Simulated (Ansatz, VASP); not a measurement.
# Two plane-wave programs on C

```
C
1.0
     0.00000    1.74202    1.74202
     1.74202    0.00000    1.74202
     1.74202    1.74202    0.00000
C
2
Direct
  0.50000 0.50000 0.50000
  0.75000 0.75000 0.75000
```

Alike in both runs: task single point; functional LDA; k mesh 13 × 13 × 13; occupations fermi-dirac, width 0.05 eV; no spin polarisation.

```csv
,VASP,Ansatz
version,VASP 6.6.1,Ansatz 0.2.0
potentials or method,"VASP PAW LDA potentials, release 64 (C)","plane waves (420 eV) with PAW, scalar-relativistic"
plane-wave cutoff (eV),520,420
valence electrons in the cell,8,8
```

Ansatz gave:

* gap on the k mesh at the Fermi level (eV): 4.28
* pressure (GPa): 20.5

Problem. What did VASP give for the same quantities?

Solution. gap on the k mesh at the Fermi level (eV): 4.28; pressure (GPa): 22.4.

Ansatz warned: «pseudo_functional_mismatch».

Caveats: so large a pressure means that the cell lies far from this level's equilibrium, or that cutoff or potentials fall short (VASP); an odd mesh through Γ misses points on the zone boundary, where band edges often lie.
